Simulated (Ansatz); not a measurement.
**Energy over volume and axial ratio for InN (wurtzite)**

InN (wurtzite)

```
InN
1.0
    3.54750     0.00000     0.00000
   -1.77375     3.07222     0.00000
    0.00000     0.00000     5.72256
In N
2 2
Direct
  0.66667   0.33333   0.00226
  0.33333   0.66667   0.50226
  0.66667   0.33333   0.62294
  0.33333   0.66667   0.12294
```

The relaxed cell is deformed in two ways at once: its volume V is scaled, and at that volume it is stretched along z (the c axis of the conventional cell) so that c/a changes. Fractional atomic positions are held.

All values below come from r2SCAN (plane waves to 500 eV, PAW, scalar-relativistic; Ansatz, an electronic-structure program). k mesh 11×11×6 (Γ-centred), Fermi-Dirac smearing 0.05 eV. Energies are smeared free energies. Compression counts positive. As the atoms are clamped, bonds stretch with the cell, which overstates energies and stresses. InN was relaxed with its symmetry unable to fall. The zero of ΔE is the relaxed starting cell.

ΔE (eV/atom), with V/V₀ across and (c/a)/(c/a)₀ down:

```csv
(c/a)/(c/a)₀ \ V/V₀,0.960,0.980,1.000,1.020,1.040
0.880,0.1718,0.1556,0.1459,0.1420,0.1432
0.940,0.0471,0.0368,0.0325,0.0339,0.0401
1.000,0.0118,0.0028,0.0000,0.0026,0.0101
1.060,0.0417,0.0310,0.0264,0.0274,0.0334
1.120,0.1196,0.1046,0.0961,0.0933,0.0956
```

σxx (GPa), with V/V₀ across and (c/a)/(c/a)₀ down:

```
(c/a)/(c/a)₀ \ V/V₀  0.960  0.980  1.000  1.020  1.040
-------------------  -----  -----  -----  -----  -----
0.880                 -4.0   -6.6   -8.8  -10.8  -12.6
0.940                  0.7   -2.2   -4.8   -7.2   -9.2
1.000                  6.3    3.0    0.0   -2.7   -5.1
1.060                 12.6    8.8    5.4    2.4   -0.3
1.120                 19.2   15.0   11.2    7.8    4.8
```

Read from the data:

```
Quantity                                                                                                                             Result
--------------------------------------------------------------------------------------  ---------------------------------------------------
Modulus against c/a change at fixed volume, (3/4V)·∂²E/∂(ln c/a)² (fit, atoms clamped)     125 GPa, an upper bound as the atoms could relax
Lowest place on the grid                                                                  V/V₀ = 1.000, (c/a)/(c/a)₀ = 1.000 (0.0 meV/atom)
Highest place on the grid                                                               V/V₀ = 0.960, (c/a)/(c/a)₀ = 0.880 (171.8 meV/atom)
```

(A scan under strain: stresses follow from slopes of the energy per volume, elastic moduli from its curvatures.)
